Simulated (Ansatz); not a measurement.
A crystal relaxed with r2SCAN in the PAW code Ansatz has space group Fm-3m (No. 225) and a = 6.604 Å.

```json
{"atom": "Xx", "site": "4a", "x": "0.0000", "y": "0.0000", "z": "0.0000"}
{"atom": "Br", "site": "4b", "x": "0.5000", "y": "0.0000", "z": "0.0000"}
```

The r2SCAN gap is direct at Γ: 5.07 eV. With HSE06 the gap is 5.60 eV and direct, at Γ. Meshes: r2SCAN 6×6×6, HSE06 4×4×4. r2SCAN's ε∞ is 2.4 in all directions.

Task: Which element is Xx?
A. H
B. Rb
C. K
D. Na

Result: C. Xx is K: KBr (rocksalt). Around K lie 6 Br at 3.30 Å; around Br lie 6 K at 3.30 Å.

Spin-unpolarised throughout; all numbers are computed.

The runs are scalar-relativistic, without spin-orbit coupling.

The meshes of the hybrids are coarse, so their gaps aren't converged to the digits shown.
